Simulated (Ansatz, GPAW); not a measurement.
**Geometry or basis: what sets the conductance of an In chain with a Zn atom on top of one atom**

Wanted: T(E) of an In chain with a Zn atom on top of one atom at a relaxed geometry in two programs, beside the unrelaxed structure.

Calculated with GPAW 26.7.0 and Ansatz 0.2.0; Ansatz plane waves; relaxation of the junction with the lead ends held; PAW set soft_1, in the first sound run; inputs show where later runs differ.

This is a report of a sequence of runs, with most program output left out.

### Step 1. The structure

The cell holds 14 atoms: 13 In and 1 Zn. Its edges and angles: a = 9.000 Å, b = 9.000 Å, c = 38.350 Å, α = 90.0°, β = 90.0°, γ = 90.0°. Regions: left lead, 6 atoms (6 In); channel, 2 atoms (1 In and 1 Zn); right lead, 6 atoms (6 In). Vacuum lies along a and b. The structure is stacked along c, and the current runs across the ab planes.

### Step 2. Relaxation

Transmission follows bond lengths closely, so the atoms between the held lead ends are relaxed first, from a slightly shaken start that lets symmetry break.

The input, input.yaml:

```yaml
crystal:
  lattice:
    - [9.0, 0.0, 0.0]
    - [0.0, 9.0, 0.0]
    - [0.0, 0.0, 38.35]
  atoms:
    - { symbol: In, position: [0.5, 0.5, 0.0384615385] }
    - { symbol: In, position: [0.5, 0.5, 0.1153846154] }
    - { symbol: In, position: [0.5, 0.5, 0.1923076923] }
    - { symbol: In, position: [0.5, 0.5, 0.2692307692] }
    - { symbol: In, position: [0.5023183992, 0.4967350861, 0.3449229541] }
    - { symbol: In, position: [0.4902500981, 0.4988225595, 0.4240528863] }
    - { symbol: In, position: [0.5001102421, 0.5017061468, 0.5008004471] }
    - { symbol: Zn, position: [0.7929817358, 0.5088409557, 0.4993140222] }
    - { symbol: In, position: [0.5012451769, 0.5091319361, 0.5768337009] }
    - { symbol: In, position: [0.5003809817, 0.4982937349, 0.6541078434] }
    - { symbol: In, position: [0.5, 0.5, 0.7307692308] }
    - { symbol: In, position: [0.5, 0.5, 0.8076923077] }
    - { symbol: In, position: [0.5, 0.5, 0.8846153846] }
    - { symbol: In, position: [0.5, 0.5, 0.9615384615] }
kpoints:
  mp_grid: { grid: [1, 1, 2] }
hamiltonian:
  xc: pbe
  pseudopotentials: { kind: paw, azcp: { folder: soft_1 } }
scf:
  occupations: { method: fermi_dirac, width: 0.1 }
relax:
  f_tol: 0.03
  max_steps: 80
  constraints: [{ sites: [0, 1, 2, 3, 10, 11, 12, 13] }]
```

Started as:

```
$ ansatz run input.yaml --threads 4 --pin off --max-ram 8192MiB --backend cpu --events-out ev --progress --plain --runs-dir out
```

Run time: 3.1 min. Hardware: 4 threads of Arm Neoverse V1, shared host; peak memory 3.6 GiB; 12 min of CPU time.

The steps of the relaxation:

```
step  energy less that of the first step (eV)  largest force component (eV/Å)
   1                                   0.0000                          0.4322
   2                                  -0.0352                          0.2678
   3                                  -0.1170                          0.1483
   4                                  -0.2218                          0.1476
   5                                  -0.3202                          0.1666
   6                                  -0.3685                          0.1322
   7                                  -0.3960                          0.0592
   8                                  -0.4108                          0.0849
   9                                  -0.4233                          0.0347
  10                                  -0.4323                          0.0819
  11                                  -0.4364                          0.1500
  12                                  -0.4488                          0.0499
  13                                  -0.4554                          0.0278
  14                                  -0.4573                          0.0186
  15                                  -0.4578                          0.0141
  16                                  -0.4583                          0.0098
```

The atoms that moved most (Å):

```
atom      dx      dy      dz  length
 In7  -1.161  -1.174  -0.006   1.651
 Zn8  -1.206  -0.556  -0.022   1.329
 In5  -0.143  -0.820   0.181   0.851
In10  -0.212  -0.803  -0.141   0.842
 In9  -0.072  -0.139  -0.252   0.297
 In6  -0.045  -0.049   0.228   0.237
```

This step gave:

* free energy: -76076.3907 eV
* smearing term TS: 0.8732 eV
* symmetry operations: 1

The relaxation lowered the energy of the cell by 0.458 eV.

### Step 3. Plane waves, PBE

A plane-wave run comes first: its basis does not favour the atoms, so it serves as the reference for the orbital bases.

This step: Ansatz plane waves; Landauer transmission by layers, zero bias; PAW set soft_1 (Ansatz 0.2.0).

The input, input.yaml:

```yaml
crystal:
  lattice:
    - [9.0, 0.0, 0.0]
    - [0.0, 9.0, 0.0]
    - [0.0, 0.0, 38.35]
  atoms:
    - { symbol: In, position: [0.5, 0.5, 0.0384615385] }
    - { symbol: In, position: [0.5, 0.5, 0.1153846154] }
    - { symbol: In, position: [0.5, 0.5, 0.1923076923] }
    - { symbol: In, position: [0.5, 0.5, 0.2692307692] }
    - { symbol: In, position: [0.4864287072, 0.4056622885, 0.3496422213] }
    - { symbol: In, position: [0.4852516949, 0.4934267608, 0.4299924368] }
    - { symbol: In, position: [0.3710694647, 0.3712535381, 0.5006334871] }
    - { symbol: Zn, position: [0.6589441876, 0.4470130182, 0.4987516206] }
    - { symbol: In, position: [0.4932734717, 0.493690322, 0.5702584956] }
    - { symbol: In, position: [0.4768517127, 0.4091103937, 0.6504353751] }
    - { symbol: In, position: [0.5, 0.5, 0.7307692308] }
    - { symbol: In, position: [0.5, 0.5, 0.8076923077] }
    - { symbol: In, position: [0.5, 0.5, 0.8846153846] }
    - { symbol: In, position: [0.5, 0.5, 0.9615384615] }
kpoints:
  mp_grid: { grid: [1, 1, 2] }
hamiltonian:
  xc: pbe
  pseudopotentials: { kind: paw, azcp: { folder: soft_1 } }
scf:
  occupations: { method: fermi_dirac, width: 0.1 }
output:
  transmission:
    leads: [[0, 1]]
    e_range: [-2, 2]
    de: 0.025
    kmesh: [1, 1]
    reduced_basis: true
  write_potential: true
  write_density: true
  volumetric_format: npy
```

Wall time 1.8 min (4 threads); peak memory 3.7 GiB; 5.2 min of CPU time.

Numbers from this step:

- free energy: -76076.3906 eV
- lead level: 0 eV from the Fermi level
- transmission at the Fermi level (one spin): 1.430
- open channels of the lead at the Fermi level (one spin): 3
- step of the potential along the lead: 24.2 meV
- offset of the lead: 0 Å
- filling of the lead less its bulk value, in size: 26 meV
- conductance: 1.409 G₀

One spin. Table of transmission, zone mean by energy, zero at the Fermi level:

```
energy (eV)  transmission, zone mean
     -2.000                  0.00227
     -1.900                        0
     -1.800                        0
     -1.700                        0
     -1.600                        0
     -1.500                        0
     -1.400                        0
     -1.300                        0
     -1.200                    0.104
     -1.100                    0.166
     -1.000                    0.193
     -0.900                    0.218
     -0.800                    0.252
     -0.700                    0.309
     -0.600                    0.415
     -0.500                    0.624
     -0.400                    0.901
     -0.300                    0.993
     -0.200                    0.944
     -0.100                    0.980
      0.000                     1.43
      0.100                     1.69
      0.200                     1.81
      0.300                     2.04
      0.400                     2.52
      0.500                     1.78
      0.600                     1.93
      0.700                     2.24
      0.800                     2.52
      0.900                     2.71
      1.000                     2.81
      1.100                     2.85
      1.200                     2.87
      1.225                     2.87
      1.300                     2.86
      1.400                     2.82
      1.500                     2.75
      1.600                     2.65
      1.700                     2.55
      1.800                     2.35
      1.900                     1.94
      2.000                     1.69
```

One spin. The open channels, zone mean by energy, zero at the Fermi level:

energy (eV), open channels, zone mean and a bar:
```
   -2.000       1.00 ##########
   -1.800       0.00 
   -1.600       0.00 
   -1.400       0.00 
   -1.200       1.00 ##########
   -1.000       1.00 ##########
   -0.800       1.00 ##########
   -0.600       1.00 ##########
   -0.400       1.00 ##########
   -0.200       1.00 ##########
    0.000       3.00 ##############################
    0.200       3.00 ##############################
    0.400       3.00 ##############################
    0.600       3.00 ##############################
    0.800       3.00 ##############################
    1.000       3.00 ##############################
    1.200       3.00 ##############################
    1.400       3.00 ##############################
    1.600       3.00 ##############################
    1.800       3.00 ##############################
    2.000       3.00 ##############################
```

Crystal 0, spin -, k parallel (0, 0); distinct values, listed up to 1.5 1/Å. Table of Im kz of the slowest decaying states by energy, zero at the Fermi level:

```
energy (eV)  decay 1 (Å⁻¹)  decay 2 (Å⁻¹)  decay 3 (Å⁻¹)  decay 4 (Å⁻¹)
     -2.000          0.629          0.629           1.10           1.22
     -1.800         0.0356          0.595          0.595           1.08
     -1.600         0.0399          0.559          0.559           1.05
     -1.400         0.0316          0.520          0.520           1.03
     -1.200          0.476          0.477          0.999           1.13
     -1.000          0.428          0.429          0.972           1.11
     -0.800          0.373          0.374          0.944           1.08
     -0.600          0.308          0.308          0.915           1.06
     -0.400          0.222          0.223          0.885           1.03
     -0.200         0.0608         0.0634          0.854           1.01
      0.000          0.822          0.979           1.10           1.10
      0.200          0.789          0.952           1.08           1.08
      0.400          0.754          0.923           1.05           1.05
      0.600          0.717          0.894           1.03           1.03
      0.800          0.679          0.864           1.01           1.01
      1.000          0.638          0.832          0.982          0.982
      1.200          0.595          0.800          0.957          0.957
      1.400          0.548          0.766          0.931          0.931
      1.600          0.496          0.730          0.903          0.904
      1.800          0.439          0.693          0.872          0.876
      2.000          0.374          0.653          0.841          0.847
```

Crystal 0, spin -, k parallel (0, 0). Re kz of states that move upwards against energy, zero at the Fermi level:

```
energy (eV)  channel 1 (Å⁻¹)  channel 2 (Å⁻¹)  channel 3 (Å⁻¹)
     -2.000             1.06                -                -
     -1.900                -                -                -
     -1.800                -                -                -
     -1.700                -                -                -
     -1.600                -                -                -
     -1.500                -                -                -
     -1.400                -                -                -
     -1.300                -                -                -
     -1.200            -1.04                -                -
     -1.100            -1.03                -                -
     -1.000            -1.01                -                -
     -0.900            -1.00                -                -
     -0.800           -0.989                -                -
     -0.700           -0.978                -                -
     -0.600           -0.967                -                -
     -0.500           -0.957                -                -
     -0.400           -0.946                -                -
     -0.300           -0.936                -                -
     -0.200           -0.926                -                -
     -0.100           -0.917            0.138            0.139
      0.000           -0.907            0.206            0.207
      0.100           -0.897            0.256            0.257
      0.200           -0.888            0.299            0.299
      0.300           -0.878            0.336            0.337
      0.400           -0.869            0.370            0.370
      0.500           -0.860            0.401            0.401
      0.600           -0.851            0.430            0.431
      0.700           -0.842            0.458            0.458
      0.800           -0.833            0.484            0.484
      0.900           -0.824            0.508            0.509
      1.000           -0.815            0.532            0.533
      1.100           -0.806            0.555            0.556
      1.200           -0.797            0.578            0.578
      1.300           -0.789            0.599            0.600
      1.400           -0.780            0.620            0.621
      1.500           -0.771            0.641            0.641
      1.600           -0.763            0.661            0.661
      1.700           -0.754            0.681            0.681
      1.800           -0.746            0.700            0.700
      1.900           -0.738            0.719            0.719
      2.000           -0.729            0.738            0.738
```

The electrostatic potential energy of an electron (with the applied field's), less the Fermi level, planar mean oscillates, so the rows of the table below give means over windows of 2.98 Å about each position, cut where the curve ends. Its maxima inside the range that stand out by 2 % of the span (Å: eV): 3.0: 3.28, 6.0: 3.28, 8.8: 3.20, 11.8: 3.17, 15.1: 3.18, 17.8: 3.03, 20.6: 3.03, 23.4: 3.19, 26.6: 3.17, 29.5: 3.20, 32.4: 3.28, 35.4: 3.28. Its minima: 1.4: 1.63, 4.4: 1.63, 7.4: 1.60, 10.4: 1.50, 13.4: 1.42, 16.5: 1.55, 19.2: -0.209, 21.9: 1.55, 25.0: 1.43, 28.0: 1.50, 31.0: 1.60, 33.9: 1.63, 36.9: 1.63.

Table of electrostatic potential energy of an electron (with the applied field's), less the Fermi level, planar mean by z; means over each step:

z (Å), electrostatic potential energy of an electron (with the applied field's), less the Fermi level, planar mean (eV) and a bar from the least value:
```
     1.49       2.50 ##############################
     4.47       2.50 ##############################
     7.45       2.47 #############################
    10.43       2.38 ##########################
    13.41       2.32 ########################
    16.39       2.40 ##########################
    19.37       1.66 
    22.35       2.42 ###########################
    25.33       2.34 ########################
    28.31       2.39 ##########################
    31.29       2.48 #############################
    34.27       2.50 ##############################
    37.25       2.34 ########################
```

The valence density, planar mean oscillates, so the rows of the table below give means over windows of 2.98 Å about each position, cut where the curve ends. Its maxima inside the range that stand out by 2 % of the span (Å: e/Å³): 1.4: 0.139, 4.4: 0.140, 7.4: 0.140, 10.4: 0.139, 13.4: 0.138, 16.5: 0.140, 19.2: 0.335, 21.9: 0.140, 25.0: 0.138, 28.0: 0.139, 31.0: 0.140, 33.9: 0.140, 36.9: 0.139. Its minima: 3.0: 0.0117, 6.0: 0.0119, 8.8: 0.0118, 11.9: 0.0102, 14.9: 0.0102, 17.8: 0.0191, 20.6: 0.0188, 23.4: 0.0103, 26.4: 0.0103, 29.5: 0.0118, 32.4: 0.0119, 35.4: 0.0117.

Table of valence density, planar mean by z; means over each step:

```
z (Å)  valence density, planar mean (e/Å³)
 1.49                               0.0540
 4.47                               0.0540
 7.45                               0.0541
10.43                               0.0537
13.41                               0.0533
16.39                               0.0550
19.37                                0.104
22.35                               0.0540
25.33                               0.0532
28.31                               0.0538
31.29                               0.0541
34.27                               0.0540
37.25                               0.0630
```

The largest of the program's own error estimates on the conductance is 12 %. T at the Fermi level is 1.43 of 3 open channels a spin.

(Part 1 of 3 ends here.)

[Logs are printed without paths, hosts, clocks, repeated set-up lines and the standing remarks that a program may print on its own settings, such as how far it seeks lower states.]

[Hosts, paths, dates, database ids (printed as entryN), source tags and the programs' standing remarks are cut or masked in the printed files.]
